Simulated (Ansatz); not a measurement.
A run of Ansatz 0.2.0 is set up as follows.

The input input.yaml:

```yaml
crystal:
  lattice:
    - [-1.641, 1.641, 1.641]
    - [1.641, -1.641, 1.641]
    - [1.641, 1.641, -1.641]
  atoms:
    - { symbol: Ti, position: [0.0, 0.0, 0.0] }
kpoints:
  mp_grid: { grid: [11, 11, 11] }
scf:
  occupations: { method: gaussian, width: 0.024 }
hamiltonian:
  xc: pbe
  pseudopotentials: { kind: all_electron, lapw: { basis_error: 0.001 } }
output:
  forces: true
  stress: true
  eigenvalues: true
```

Potentials or basis: all-electron LAPW, scalar-relativistic.

Launch:

```sh
$ ansatz run input.yaml --threads 1 --pin off --max-ram 3072MiB --backend cpu --events-out ev --progress --plain --runs-dir out
```

Question: Estimate the pressure.

Answer: -2.9 GPa.

Question: What does it give for the band gap on the k mesh?

Answer: None (metal or under the smearing width).
